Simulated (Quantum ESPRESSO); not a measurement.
Set up this calculation in Quantum ESPRESSO 7.5, as the native input.

```
Task                : single point
Functional          : PBE
Potentials or basis : SSSP 1.3 efficiency PBE
Cutoff              : 748 eV
Density cutoff      : 5987 eV
k mesh              : 16 × 16 × 16
Occupations         : methfessel-paxton, width 0.1 eV
Spin                : no spin polarisation
Mixing beta         : 0.5
Most SCF iterations : 120
SCF threshold       : 6e-10 Ry
```

Crystal: CoSi2.

```
Co Si
1.0
     0.00000    2.72532    2.67178
     2.72532    0.00000    2.67178
     2.72532    2.72532    0.00000
Co Si
1 2
Direct
  0.00000 0.00000 0.00000
  0.25000 0.25000 0.25000
  0.75000 0.75000 0.75000
```

The cell was built by a generator and needn't be a form met in nature.

These files were run (other wordings do the same):

pw.in

```
&CONTROL
  calculation = 'scf'
  prefix = 'pwscf'
  outdir = './tmp'
  pseudo_dir = './pseudo'
  tprnfor = .true.
  tstress = .true.
  disk_io = 'nowf'
/
&SYSTEM
  ibrav = 0
  nat = 3
  ntyp = 2
  ecutwfc = 55
  ecutrho = 440
  nbnd = 19
  occupations = 'smearing'
  smearing = 'mp'
  degauss = 0.00734986
/
&ELECTRONS
  conv_thr = 6d-10
  electron_maxstep = 120
  mixing_beta = 0.5
/
ATOMIC_SPECIES
Co    58.9332 Co_pbe_v1.2.uspp.F.UPF
Si    28.0850 Si.pbe-n-rrkjus_psl.1.0.0.UPF
CELL_PARAMETERS angstrom
   0.0000000000    2.7253234300    2.6717807300
   2.7253234300    0.0000000000    2.6717807300
   2.7253234300    2.7253234300    0.0000000000
ATOMIC_POSITIONS crystal
Co     0.0000000000    0.0000000000    0.0000000000
Si     0.2500000000    0.2500000000    0.2500000000
Si     0.7500000000    0.7500000000    0.7500000000
K_POINTS automatic
16 16 16 0 0 0
```

Potentials or basis: SSSP 1.3 efficiency PBE.

The run is started by

```console
$ OMP_NUM_THREADS=1 pw.x -in pw.in > pw.out
```

It gave:

```
Pressure               : -5.0 GPa
Band gap on the k mesh : none (metal or under the smearing width)
```

Wall time 7.1 min on 1 thread of Intel(R) Xeon(R) Platinum 8375C CPU @ 2.90GHz (Ice Lake) (shared host), peak memory 0.37 GiB.
